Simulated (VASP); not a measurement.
## KCl (Sylvite): K into a neighbouring K vacancy

How hard is this move in KCl (Sylvite): K into a neighbouring K vacancy? Both ends are relaxed first, then a band of images between them. The start is a cell from a database of measured crystal structures.

Main program and level: VASP 6.6.1; PBEsol; plane waves and PAW (K_pv, Cl).

Report form: the programs' logs are mostly left out.

## Step 1: The host crystal

The structure is cubic, space group Fm-3m (No. 225). The conventional cell has a = 6.293 Å, b = 6.293 Å, c = 6.293 Å, α = 90.00°, β = 90.00°, γ = 90.00°. Nearest to K lie 6 Cl at 3.15 Å. Nearest to Cl lie 6 K at 3.15 Å. Farther neighbours and most contacts between anions are not listed.

Coordinates:

```xyz
2
Lattice="0.0000 3.1465 3.1465 3.1465 0.0000 3.1465 3.1465 3.1465 0.0000" Properties=species:S:1:pos:R:3 pbc="T T T"
K     0.0000    0.0000    0.0000
Cl    3.1465    3.1465    3.1465
```

## Step 2: Relax the host

The later steps need the crystal at this functional's own lattice; a raised cutoff keeps the stress reliable while the cell changes.

File INCAR:

```
SYSTEM = KCl
PREC = Accurate
ENCUT = 350
EDIFF = 1E-06
NELM = 120
ISMEAR = 0
SIGMA = 0.1
LREAL = .FALSE.
ALGO = Normal
GGA = PS
NBANDS = 13
LORBIT = 11
LWAVE = .FALSE.
LCHARG = .FALSE.
KPAR = 6
LASPH = .TRUE.
IBRION = 2
NSW = 40
ISIF = 3
EDIFFG = -0.02
POTIM = 0.4
```

File POSCAR:

```
KCl
1.0
    0.0000000000      3.1464700000      3.1464700000
    3.1464700000      0.0000000000      3.1464700000
    3.1464700000      3.1464700000      0.0000000000
K Cl
1 1
Direct
    0.0000000000      0.0000000000      0.0000000000
    0.5000000000      0.5000000000      0.5000000000
```

File KPOINTS:

```
Automatic mesh
0
Gamma
5 5 5
0 0 0
```

Potentials, in the order of the species: K_pv and Cl (PBE family, release 64).

Run with:

```
$ mpirun -np 6 vasp_std
```

The job ended after 5.2 s (6 MPI ranks of Intel Xeon Platinum 8375C at 2.90GHz (Ice Lake), shared host; peak memory 0.84 GiB).

The gap is read on the k-mesh alone, so it is an upper bound where the band edges lie off the mesh. The PAW data sets were made with PBE, which is usual practice but a small mismatch for other functionals. The run keeps the 48 symmetry operations of its start, so it cannot find a distortion of lower symmetry.

Little changed from the start: no atom moved by 0.005 Å and no cell edge by 0.1 %.

This step gave:

* electronic cycles: 13
* electrons: 14
* free energy (TOTEN): -6.970 eV
* Fermi energy: -2.701 eV
* metallic: no
* gap on the k-mesh: 5.012 eV
* least direct gap on the k-mesh: 5.012 eV

The start already met the threshold, so nothing moved.

## Step 3: Relax the start

System of this step: K26Cl27 (Sylvite). The cell holds 53 atoms: 26 K and 27 Cl. Cell: a = 13.349 Å, b = 13.349 Å, c = 13.349 Å, α = 60.0°, β = 60.0°, γ = 60.0°. It derives from KCl (Sylvite). Nearest the centre at fractional (0.000, 0.000, 0.167): Cl45 at 2.22 Å, Cl33 at 2.23 Å, K1 at 2.24 Å, Cl52 at 3.82 Å, Cl29 at 3.83 Å, K3 at 3.85 Å, K19 at 3.85 Å, K7 at 3.86 Å. The cell carries charge −1.

A path needs two true minima; the start is relaxed with symmetry off.

This cell carries charge -1, set by NELECT and balanced by a uniform background.

File INCAR:

```
SYSTEM = K26Cl27
PREC = Normal
ENCUT = 280
EDIFF = 1E-05
NELM = 120
ISMEAR = 0
SIGMA = 0.05
LREAL = Auto
ALGO = Fast
GGA = PS
NELECT = 372
NBANDS = 228
LORBIT = 11
LWAVE = .FALSE.
LCHARG = .FALSE.
NCORE = 6
LASPH = .TRUE.
IBRION = 2
NSW = 60
ISIF = 2
EDIFFG = -0.05
POTIM = 0.4
MAXMIX = 40
ISYM = 0
```

File POSCAR:

```
K26Cl27
1.0
    0.0000000000      9.4394100000      9.4394100000
    9.4394100000      0.0000000000      9.4394100000
    9.4394100000      9.4394100000      0.0000000000
K Cl
26 27
Direct
    0.0008543659     -0.0001542436      0.3342197926
    0.0028125568     -0.0018667888      0.6657723566
    0.0015706953      0.3325350854     -0.0003394360
    0.0002976910      0.3341940049      0.3330958627
    0.0000968544      0.3322149758      0.6662246425
   -0.0009021547      0.6669491710      0.0009863170
    0.0005645039      0.6661194142      0.3322238965
    0.0027293984      0.6660702921      0.6666791003
    0.3340191570     -0.0010561267     -0.0046882206
    0.3342371560     -0.0004433661      0.3328821723
    0.3295116278      0.0030216449      0.6681322488
    0.3325567962      0.3355147535      0.0021467562
    0.3323093243      0.3347121626      0.3308654393
    0.3311938004      0.3340252616      0.6662057149
    0.3323046907      0.6674870972     -0.0009730749
    0.3327335199      0.6661937612      0.3340085460
    0.3339883183      0.6666914876      0.6678998653
    0.6677773744     -0.0021731470      0.0004395000
    0.6655686311      0.0030355872      0.3321604909
    0.6650324704      0.0009691135      0.6656550432
    0.6658578248      0.3320611381      0.0013868258
    0.6675567731      0.3314542887      0.3328661019
    0.6654750949      0.3310314932      0.6694674906
    0.6673793511      0.6653235894      0.0018820688
    0.6685910507      0.6652792793      0.3330027859
    0.6637820404      0.6664116513      0.6688198581
    0.1671322746      0.1678437966      0.1652564485
    0.1634676901      0.1673333599      0.4997435716
    0.1657722598      0.1662045411      0.8356680104
    0.1676360352      0.5000230756      0.1666413690
    0.1659096438      0.5005561028      0.5013004586
    0.1656748002      0.4962228093      0.8365620828
    0.1653385185      0.8316414856      0.1680647347
    0.1665377923      0.8352895355      0.4987489555
    0.1687998391      0.8337826180      0.8326179470
    0.4970623489      0.1663958151      0.1677488605
    0.4972951262      0.1679126253      0.5024690705
    0.5005471463      0.1679250194      0.8323806292
    0.4992216057      0.4992643596      0.1674741933
    0.4991127143      0.5022981566      0.4986967532
    0.4941576298      0.5006169817      0.8359452346
    0.5009853309      0.8302272664      0.1710797618
    0.5010582686      0.8304937636      0.5001896250
    0.5007308827      0.8337296442      0.8318648675
    0.8338700744      0.1657558911      0.1667186972
    0.8328825055      0.1651038100      0.4997731874
    0.8309780213      0.1667063798      0.8333074240
    0.8316763992      0.5015427278      0.1682109154
    0.8321034590      0.5007456590      0.5003381724
    0.8319539784      0.4989230642      0.8353110642
    0.8307062025      0.8337228689      0.1680427978
    0.8355974896      0.8345170625      0.4969083654
    0.8324834787      0.8296536159      0.8345223529
```

File KPOINTS:

```
Automatic mesh
0
Gamma
1 1 1
0 0 0
```

Run with:

```
$ mpirun -np 6 vasp_gam
```

Wall time 5.4 min (6 MPI ranks); peak memory 1.1 GiB.

Step by step:

```
step  energy less that of the first step (eV)  largest force (eV/Å)
   1                                   0.0000                0.3533
   2                                  -0.0611                0.3208
   3                                  -0.1964                0.2110
   4                                  -0.2432                0.2555
   5                                  -0.2617                0.1616
   6                                  -0.2820                0.1267
   7                                  -0.3128                0.0627
   8                                  -0.3134                0.0651
   9                                  -0.3180                0.0474
```

The atoms that moved most (Å):

```
atom      dx      dy      dz  length
Cl45   0.159  -0.004   0.001   0.159
Cl29  -0.011  -0.018   0.157   0.159
Cl33   0.003   0.152   0.028   0.155
Cl35  -0.147  -0.018  -0.028   0.151
Cl51  -0.012   0.008  -0.135   0.136
Cl47  -0.007  -0.133   0.006   0.134
  K1  -0.076  -0.079  -0.001   0.109
  K2   0.088   0.043  -0.020   0.100
```

A gap read on the k-mesh alone can miss the band edges.

This step gave:

```yaml
electronic_cycles: 98
electrons: 372
free_energy_toten: -184.6955 eV
fermi_energy: -2.790 eV
gap_on_the_k_mesh: 4.899 eV
least_direct_gap_on_the_k_mesh: 4.899 eV
```

The run ended after 9 ionic steps, 0.318 eV below its first step, once the forces on the free atoms met EDIFFG = -0.05.

## Step 4: Relax the end

The end state is relaxed in the same way, so that both ends share their errors.

This cell carries charge -1, set by NELECT and balanced by a uniform background.

INCAR is that of step 3.

File POSCAR:

```
K26Cl27
1.0
    0.0000000000      9.4394100000      9.4394100000
    9.4394100000      0.0000000000      9.4394100000
    9.4394100000      9.4394100000      0.0000000000
K Cl
26 27
Direct
    0.0007039317     -0.0012053684      0.0012020484
    0.0016537238     -0.0001702588      0.6655034631
    0.0016081341      0.3321683783      0.0025710971
    0.0004173273      0.3327623978      0.3326490842
    0.0000372913      0.3336646370      0.6665657532
    0.0020401061      0.6634088166     -0.0002823077
    0.0033140163      0.6661437698      0.3313705692
   -0.0013391612      0.6660306614      0.6683472884
    0.3300168089      0.0009026137      0.0051815957
    0.3326043535     -0.0025651479      0.3342466027
    0.3339674499      0.0019640767      0.6650598801
    0.3294859133      0.3372691118     -0.0018971878
    0.3364004862      0.3306223592      0.3326172553
    0.3335609959      0.3369797057      0.6641822429
    0.3304602414      0.6703296706      0.0006170801
    0.3326808513      0.6646375468      0.3339358758
    0.3300148962      0.6693577684      0.6679316290
    0.6651958586      0.0009637585      0.0000987717
    0.6658823343     -0.0016957858      0.3338348922
    0.6665579408     -0.0005983649      0.6663370328
    0.6670940443      0.3345018423     -0.0010483957
    0.6661600302      0.3324314468      0.3335504399
    0.6664344562      0.3346647331      0.6642196996
    0.6674674649      0.6666270276     -0.0023811012
    0.6636771219      0.6653778386      0.3354751244
    0.6649998983      0.6653409150      0.6688833921
    0.1639147892      0.1670324033      0.1679330704
    0.1665908387      0.1671718097      0.4996976890
    0.1696491831      0.1624072513      0.8341905274
    0.1685774825      0.4973374336      0.1660670392
    0.1658994500      0.5006406402      0.5000476623
    0.1663343513      0.5017704129      0.8320836581
    0.1663247442      0.8338384702      0.1651659165
    0.1650387679      0.8331337454      0.5011425309
    0.1630531162      0.8347627131      0.8332171406
    0.4985458964      0.1681800839      0.1652369897
    0.5000411176      0.1646873128      0.5018631112
    0.4984125328      0.1630471059      0.8356267380
    0.4952025306      0.5032511121      0.1699838514
    0.4971604285      0.4990693600      0.5027551767
    0.4997653499      0.4992813145      0.8353803378
    0.4998504194      0.8315574117      0.1678459401
    0.4990316951      0.8328716068      0.5013905739
    0.5003083601      0.8311701491      0.8325469648
    0.8332536246      0.1684034377      0.1670516601
    0.8326397309      0.1657012694      0.5012506311
    0.8341882207      0.1651556206      0.8362598226
    0.8332842386      0.4990293693      0.1663813407
    0.8339146783      0.4988022657      0.4997114564
    0.8321523697      0.5018672607      0.8345147241
    0.8335282171      0.8361825731      0.1658345485
    0.8327592503      0.8331313784      0.4988614173
    0.8319331445      0.8346591641      0.8317644420
```

KPOINTS is that of step 3.

Run with:

```
$ mpirun -np 6 vasp_gam
```

Wall time 6.1 min (6 MPI ranks); peak memory 1 GiB; 33 min of CPU time.

Relaxation path:

```
step  energy less that of the first step (eV)  largest force (eV/Å)
   1                                   0.0000                0.3701
   2                                  -0.0713                0.3366
   3                                  -0.2250                0.2211
   4                                  -0.2501                0.2856
   5                                  -0.2871                0.1784
   6                                  -0.3067                0.1403
   7                                  -0.3397                0.0724
   8                                  -0.3419                0.0741
   9                                  -0.3468                0.0489
```

The atoms that moved most (Å):

```
atom      dx      dy      dz  length
Cl27  -0.008   0.020   0.174   0.175
Cl45  -0.017  -0.162  -0.023   0.164
Cl52   0.003   0.007  -0.163   0.163
Cl46   0.157  -0.007   0.007   0.157
Cl34  -0.003   0.153   0.008   0.154
Cl33  -0.133   0.015  -0.008   0.134
  K8  -0.008  -0.078   0.076   0.110
 K16   0.085  -0.063   0.013   0.106
```

This step gave:

```
electronic cycles              : 102
free energy (TOTEN)            : -184.6956 eV
Fermi energy                   : -2.796 eV
gap on the k-mesh              : 4.901 eV
least direct gap on the k-mesh : 4.901 eV
```

The run ended after 9 ionic steps, 0.347 eV below its first step, once the forces on the free atoms met EDIFFG = -0.05.

[end of part 1 of 2]

[Lines on the potential files, build, host, timing and source positions are cut from VASP's logs without a mark.]

[Logs are printed without paths, hosts, clocks, repeated set-up lines and the standing remarks that a program may print on its own settings, such as how far it seeks lower states.]

[Hosts, paths, dates, database ids (printed as entryN), source tags and the programs' standing remarks are cut or masked in the printed files.]

[Runs that stopped without an error message from VASP are left out.]
